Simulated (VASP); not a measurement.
# C in VASP: single point with PBEsol

Aim: the single point of C with PBEsol.

All numbers are computed with VASP 6.6.1; they aren't measurements. Logs are shortened: lines on timing, memory, paths and dates and some standing lists are left out, and cuts for length are marked.

**1. The slab as given**

The cell holds a slab with vacuum, 8 atoms: a = 4.917 Å, b = 4.917 Å, c = 21.674 Å, α = 90.00°, β = 90.00°, γ = 120.00°.

The cell was built by a generator and needn't be a form met in nature.

**2. Single point, PBEsol**

Input file INCAR:

```
SYSTEM = C
PREC     = Accurate       ! precision mode
ENCUT    = 520            ! plane-wave cutoff, eV
EDIFF    = 1E-6           ! SCF threshold, eV
ISMEAR   = 0              ! smearing method
SIGMA    = 0.04           ! smearing width, eV
LREAL    = .False.        ! projectors in reciprocal space
LASPH    = .True.         ! aspherical terms in the spheres
NELM     = 100            ! most SCF steps
ALGO     = Fast           ! electronic algorithm
ISIF     = 2              ! what is computed and relaxed
LWAVE    = .False.        ! write WAVECAR
LCHARG   = .True.         ! write CHGCAR
LDIPOL   = .True.       
IDIPOL   = 3            
DIPOL    = 0.5 0.5 0.636
GGA      = PS             ! functional
LELF     = .True.         ! ELF
LVHAR    = .True.       
LVACPOTAV= .True.       
NBANDS   = 26             ! bands
```

Input file KPOINTS:

```
Automatic mesh
0
Gamma
  9 9 1
  0 0 0
```

Input file POSCAR:

```
C
1.0
    4.9173767365      0.0000000000      0.0000000000
   -2.4586883682      4.2585731738      0.0000000000
    0.0000000000      0.0000000000     21.6742417942
C
8
Direct
    0.8327999643     -0.0009291261      0.6364337611
    0.8329375762      0.5005333690      0.6364337611
    0.3333333333      0.0000000000      0.6342738777
    0.3342624595      0.5003957571      0.6364337611
   -0.0009291261      0.8327999643      0.6364337611
    0.0000000000      0.3333333333      0.6342738777
    0.5005333690      0.8329375762      0.6364337611
    0.5003957571      0.3342624595      0.6364337611
```

Potentials or basis: VASP PAW PBE potentials, release 64 (C).

Command:

```bash
$ cat potpaw_PBE.64/C/POTCAR > POTCAR
$ mpirun -np 1 vasp_std > vasp.out
```

OUTCAR:

```text
SYSTEM = C
   PREC = Accurate
   ENCUT = 520
   EDIFF = 1E-6
   ISMEAR = 0
   LREAL = .False.
   LASPH = .True.
   NELM = 100
   ISIF = 2
   GGA = PS

 ion  position               nearest neighbor table
   1  0.833  0.999  0.636-   7 1.41   5 1.42   6 1.42
   2  0.833  0.501  0.636-   5 1.41   8 1.42   6 1.42
   3  0.333  0.000  0.634-   5 1.42   7 1.42   8 1.42
   4  0.334  0.500  0.636-   8 1.41   7 1.42   6 1.42
   5  0.999  0.833  0.636-   2 1.41   1 1.42   3 1.42
   6  0.000  0.333  0.634-   1 1.42   2 1.42   4 1.42
   7  0.501  0.833  0.636-   1 1.41   4 1.42   3 1.42
   8  0.500  0.334  0.636-   4 1.41   2 1.42   3 1.42

  LATTYP: Found a hexagonal cell.
 ALAT       =     4.9173767365
 C/A-ratio  =     4.4076838029

  Lattice vectors:

 A1 = (   4.9173767365,   0.0000000000,   0.0000000000)
 A2 = (  -2.4586883682,   4.2585731738,   0.0000000000)
 A3 = (   0.0000000000,   0.0000000000,  21.6742417942)

Analysis of symmetry for initial positions (statically):
=====================================================================
 Subroutine PRICEL returns:
 Original cell was already a primitive cell.

 Routine SETGRP: Setting up the symmetry group for a
 hexagonal supercell.

 Subroutine GETGRP returns: Found  6 space group operations
 (whereof  2 operations were pure point group operations)
 out of a pool of 24 trial point group operations.

The static configuration has the point symmetry C_1h.
 The point group associated with its full space group is C_3v.

Analysis of symmetry for dynamics (positions and initial velocities):
=====================================================================
 Subroutine PRICEL returns:
 Original cell was already a primitive cell.

 Routine SETGRP: Setting up the symmetry group for a
 hexagonal supercell.

 Subroutine GETGRP returns: Found  6 space group operations
 (whereof  2 operations were pure point group operations)
 out of a pool of 24 trial point group operations.

The dynamic configuration has the point symmetry C_1h.
 The point group associated with its full space group is C_3v.

 Subroutine INISYM returns: Found  6 space group operations
 (whereof  2 operations are pure point group operations),
 and found     1 'primitive' translations

----------------------------------------------------------------------------------------

                                     Primitive cell

  volume of cell :     453.8805

  direct lattice vectors                    reciprocal lattice vectors
     4.917376736  0.000000000  0.000000000     0.203360461  0.117410217  0.000000000
    -2.458688368  4.258573174  0.000000000     0.000000000  0.234820434  0.000000000
     0.000000000  0.000000000 21.674241794     0.000000000  0.000000000  0.046137715

  length of vectors
     4.917376736  4.917376736 21.674241794     0.234820434  0.234820434  0.046137715

  position of ions in fractional coordinates (direct lattice)
     0.832799964  0.999070874  0.636433761
     0.832937576  0.500533369  0.636433761
     0.333333333  0.000000000  0.634273878
     0.334262460  0.500395757  0.636433761
     0.999070874  0.832799964  0.636433761
     1.000000000  0.333333333  0.634273878
     0.500533369  0.832937576  0.636433761
     0.500395757  0.334262460  0.636433761

  ion indices of the primitive-cell ions
   primitive index   ion index
                 1           1
                 2           2
                 3           3
                 4           4
                 5           5
                 6           6
                 7           7
                 8           8

----------------------------------------------------------------------------------------

 KPOINTS: Automatic mesh

Automatic generation of k-mesh.
 Grid dimensions read from file:
 generate k-points for:    9    9    1

 Generating k-lattice:

  Cartesian coordinates                     Fractional coordinates (reciprocal lattice)
     0.022595607  0.013045580  0.000000000     0.111111111 -0.000000000  0.000000000
     0.000000000  0.026091159  0.000000000     0.000000000  0.111111111  0.000000000
     0.000000000  0.000000000  0.046137715     0.000000000  0.000000000  1.000000000

  Length of vectors
     0.026091159  0.026091159  0.046137715

  Shift w.r.t. Gamma in fractional coordinates (k-lattice)
     0.000000000  0.000000000  0.000000000

 Subroutine IBZKPT returns following result:
 ===========================================

 Found     12 irreducible k-points:

 Following reciprocal coordinates:
            Coordinates               Weight
  0.000000  0.000000  0.000000      1.000000
  0.111111  0.000000  0.000000      6.000000
  0.222222  0.000000  0.000000      6.000000
  0.333333  0.000000  0.000000      6.000000
  0.444444  0.000000  0.000000      6.000000
  0.111111  0.111111  0.000000      6.000000
  0.222222  0.111111  0.000000     12.000000
  0.333333  0.111111  0.000000     12.000000
  0.444444  0.111111  0.000000      6.000000
  0.222222  0.222222  0.000000      6.000000
  0.333333  0.222222  0.000000     12.000000
  0.333333  0.333333  0.000000      2.000000
   k-points           NKPTS =     12   k-points in BZ     NKDIM =     12   number of bands    NBANDS=     26
   number of dos      NEDOS =    301   number of ions     NIONS =      8
   total plane-waves  NPLWV = 259200
   dimension x,y,z NGX =    40 NGY =   40 NGZ =  162
   dimension x,y,z NGXF=    80 NGYF=   80 NGZF=  324
   ions per type =               8
   NGX,Y,Z   is equivalent  to a cutoff of  13.52, 13.52, 12.43 a.u.
   NGXF,Y,Z  is equivalent  to a cutoff of  27.05, 27.05, 24.85 a.u.
 SYSTEM =  C
   PREC   = accura    normal or accurate (medium, high low for compatibility)
   ISTART =      0    job   : 0-new  1-cont  2-samecut
   ICHARG =      2    charge: 1-file 2-atom 10-const
   ISPIN  =      1    spin polarized calculation?
   LNONCOLLINEAR =      F non collinear calculations
   LSORBIT =      F    spin-orbit coupling
   LASPH  =      T    aspherical Exc in radial PAW
   ENCUT  =  520.0 eV  38.22 Ry    6.18 a.u.   9.14  9.14 40.30*2*pi/ulx,y,z
   NELM   =    100;   NELMIN=  2; NELMDL= -5     # of ELM steps
   EDIFF  = 0.1E-05   stopping-criterion for ELM
   LREAL  =      F    real-space projection
[... 7 lines left out ...]
   TEBEG  =    0.0;   TEEND  =   0.0 temperature during run
   PSTRESS=    0.0 pullay stress
   NELECT =      32.0000    total number of electrons
   NUPDOWN=      -1.0000    fix difference up-down
   EMIN   =  10.00;   EMAX   =-10.00  energy-range for DOS
   EFERMI =   0.00;   METHOD = LEGACY
   ISMEAR =     0;   SIGMA  =   0.04  broadening in eV -4-tet -1-fermi 0-gaus
   EFERMI_NEDOS =   21; number of points for ismear=-14 and -15
   IALGO  =     68    algorithm
   IMIX   =      4    mixing-type and parameters
     AMIX     =   0.40;   BMIX     =  1.00
     AMIX_MAG =   1.60;   BMIX_MAG =  1.00
  volume/ion in A,a.u.               =      56.74       382.87
  Fermi-wavevector in a.u.,A,eV,Ry     =   0.676308  1.278036  6.223197  0.457392
  Thomas-Fermi vector in A             =   1.753582
   LORBIT       =      0    0 simple, 1 ext, 2 COOP (PROOUT), +10 PAW based schemes
   GGA     = PS    functional components
   LHFCALC =     F    Hartree Fock is set to
   AEXX    =    0.0000 exact exchange contribution
   IVDW    =     0    specifies the selected vdW correction
   LEPSILON=     F    determine dielectric tensor
   LRPA    =     F    only Hartree local field effects (RPA)
 non-spin polarized calculation
 RMM-DIIS sequential band-by-band and
 Gauss-broadening in eV      SIGMA  =   0.04
  energy-cutoff  :      520.00
  volume of cell :      453.88
 maximum number of plane-waves:     12262
 NGX is ok and might be reduce to    40
   NGX = 19   NGY = 19   NGZ = 81

 dipolmoment           0.000000      0.000000      0.000008 electrons x Angstroem

 number of electron      32.0000000 magnetization

 dipolmoment           0.000000      0.000000     -0.000073 electrons x Angstroem

 Free energy of the ion-electron system (eV)
  ---------------------------------------------------
  ext. energy  EPLUGINS =         0.00000000
  ---------------------------------------------------
  free energy    TOTEN  =       -77.09568822 eV

  energy without entropy =      -77.09457377  energy(sigma->0) =      -77.09513100

 E-fermi :  -2.9119     XC(G=0):  -1.9965

 val. band max:       -2.9119328511   @ k =   0.3333   0.3333   0.0000
 cond. band min:      -2.9119327650   @ k =   0.3333   0.3333   0.0000
 fundamental gap:      0.0000000860
 Fermi energy:        -2.9119328080

 k-point     1 :       0.0000    0.0000    0.0000
  band No.  band energies     occupation
      1     -22.4634      2.00000
      2     -17.1769      2.00000
      3     -17.1769      2.00000
      4     -17.0848      2.00000
      5     -16.2389      2.00000
      6     -16.1812      2.00000
[... 18 lines left out ...]
     25       4.6138      0.00000
     26       5.4309      0.00000

 k-point     2 :       0.1111    0.0000    0.0000
  band No.  band energies     occupation
      1     -22.3901      2.00000
      2     -17.9390      2.00000
      3     -17.4088      2.00000
      4     -17.3648      2.00000
      5     -15.8481      2.00000
      6     -15.8280      2.00000
[... 18 lines left out ...]
     25       4.9123      0.00000
     26       5.4787      0.00000

 k-point     3 :       0.2222    0.0000    0.0000
  band No.  band energies     occupation
      1     -22.1703      2.00000
      2     -18.9501      2.00000
      3     -17.7530      2.00000
      4     -17.7230      2.00000
      5     -15.1339      2.00000
      6     -15.1272      2.00000
[... 224 lines left out ...]
 k-point    11 :       0.3333    0.2222    0.0000
  band No.  band energies     occupation
      1     -21.0807      2.00000
      2     -20.4321      2.00000
      3     -19.7909      2.00000
      4     -16.2573      2.00000
      5     -15.0045      2.00000
      6     -13.0996      2.00000
[... 18 lines left out ...]
     25       6.2132      0.00000
     26       6.3274      0.00000

 k-point    12 :       0.3333    0.3333    0.0000
  band No.  band energies     occupation
      1     -20.5545      2.00000
      2     -20.4786      2.00000
      3     -20.4786      2.00000
      4     -15.4673      2.00000
      5     -15.4673      2.00000
      6     -13.5723      2.00000
[... 18 lines left out ...]
     25       3.9788      0.00000
     26       6.9532      0.00000

------------------------ aborting loop because EDIFF is reached ----------------------------------------

  FORCE on cell =-STRESS in cart. coord.  units (eV):
  Direction    XX          YY          ZZ          XY          YZ          ZX
  --------------------------------------------------------------------------------------
  -------------------------------------------------------------------------------------
  Total        0.4439244      0.4439244     -0.0982398      0.0000000      0.0000000      0.0000000
  in kB        1.5670327      1.5670327     -0.3467818      0.0000000      0.0000000      0.0000000
  external PRESSURE =       0.9290945 kB  Pullay stress =       0.0000000 kB

 VOLUME and BASIS-vectors are now :
 -----------------------------------------------------------------------------
  energy-cutoff  :      520.00
  volume of cell :      453.88
      direct lattice vectors                 reciprocal lattice vectors
     4.917376736  0.000000000  0.000000000     0.203360461  0.117410217  0.000000000
    -2.458688368  4.258573174  0.000000000     0.000000000  0.234820434  0.000000000
     0.000000000  0.000000000 21.674241794     0.000000000  0.000000000  0.046137715

 POSITION                                       TOTAL-FORCE (eV/Angst)
 -----------------------------------------------------------------------------------
      1.63879      4.25462     13.79422         0.030854      0.338123     -0.206847
      2.86521      2.13156     13.79422         0.277396     -0.195781     -0.206847
      1.63913      0.00000     13.74741         0.000000     -0.000000      0.620540
      0.41338      2.13097     13.79422        -0.308250     -0.142341     -0.206847
      2.86521      3.54654     13.79422         0.277396      0.195781     -0.206847
     -0.81956      1.41952     13.74741         0.000000     -0.000000      0.620540
      0.41338      3.54713     13.79422        -0.308250      0.142341     -0.206847
      1.63879      1.42348     13.79422         0.030854     -0.338123     -0.206847
 -----------------------------------------------------------------------------------
    total drift:                               -0.000039     -0.000068     -0.000124

  FREE ENERGIE OF THE ION-ELECTRON SYSTEM (eV)
  ---------------------------------------------------
  free  energy   TOTEN  =       -77.0956882221 eV

  energy  without entropy=      -77.0945737735  energy(sigma->0) =      -77.09513100

 vacuum level on the upper side and lower side of the slab         1.395         1.396
```

Run time: 3.8 min. Hardware: 1 thread of Intel Xeon Platinum 8488C (Sapphire Rapids), shared host; peak memory 0.57 GiB.

What came out:

```yaml
Free_energy: -77.0957 eV
Largest_force: 0.621 eV/Å
Band_gap_on_the_k_mesh: none (metal or under the smearing width)
Work_function_of_the_upper_face: 4.31 eV
Work_function_of_the_lower_face: 4.31 eV
```

Forces on the atoms (eV/Å):
```
C    0.031  0.338 -0.207
C    0.277 -0.196 -0.207
C    0.000  0.000  0.621
C   -0.308 -0.142 -0.207
C    0.277  0.196 -0.207
C    0.000  0.000  0.621
C   -0.308  0.142 -0.207
C    0.031 -0.338 -0.207
```

Levels at points of the mesh, in eV from the Fermi level:
```tsv
k point	band 12	band 13	band 14	band 15	band 16	band 17	band 18	band 19	band 20	band 21
(0.00, 0.00, 0.00)	-3.00	-3.00	-2.40	-2.40	-2.34	1.59	1.68	1.68	3.39	4.18
```

Caveat: the PAW data sets were made with another functional, which shifts forces and pressure a little.
